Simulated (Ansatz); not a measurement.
# ScAl$_{3}$ under pressure: fit and missing row

ScAl$_{3}$, Pm-3m, a = 4.105 Å. The structure is a Materials Project entry; whether it is the stable form wasn't checked. Ansatz: PBE, PAW, 420 eV, Γ-centred 10×10×10 mesh on 4 atoms, Gaussian smearing 0.10 eV; no spin polarisation. Cell and atoms are relaxed at each pressure, and no other structure is tried, so the rows at high pressure may lie past a change of phase.

```tsv
V (Å³/atom)	P (GPa)
12.223	59.97
?	29.99
15.161	15.00
15.988	8.00
16.745	3.00
17.298	-0.01
17.960	-3.00
```

Problem. Take V0 = 17.298 Å³/atom, count pressures from its P0 = -0.01 GPa, fit the third-order Birch–Murnaghan form to the other rows, and predict the missing volume.

Solution. With the Eulerian strain f = ½[(V0/V)^(2/3) − 1] and y = (P − P0)/[3f(1 + 2f)^(5/2)], the form is the line y = B0 + 1.5 B0 (B0′ − 4) f. Rows (f, y): 0.13025, 86.0; 0.04594, 87.4; 0.02695, 86.9; 0.01095, 86.8; -0.01236, 85.8. Means f = 0.04035, y = 86.580; Σ(Δf)² = 0.01194, ΣΔfΔy = -0.01720; the slope is their ratio. y = 86.64 − 1.441 f GPa, so B0 = 86.6 GPa and B0′ = 4 + 2 × (-1.441)/(3 × 86.64) = 3.99. P = 29.99 GPa is met at f = 0.07981 (y = 86.52), so V = V0 (1 + 2f)^(−3/2) = 13.852 Å³/atom. The run gave 13.865 Å³/atom, so the fit is 0.013 Å³/atom too low, within twice the rms miss on the fitted rows (0.009 Å³/atom).

The mesh isn't the same in all rows (10×10×10, 12×12×12).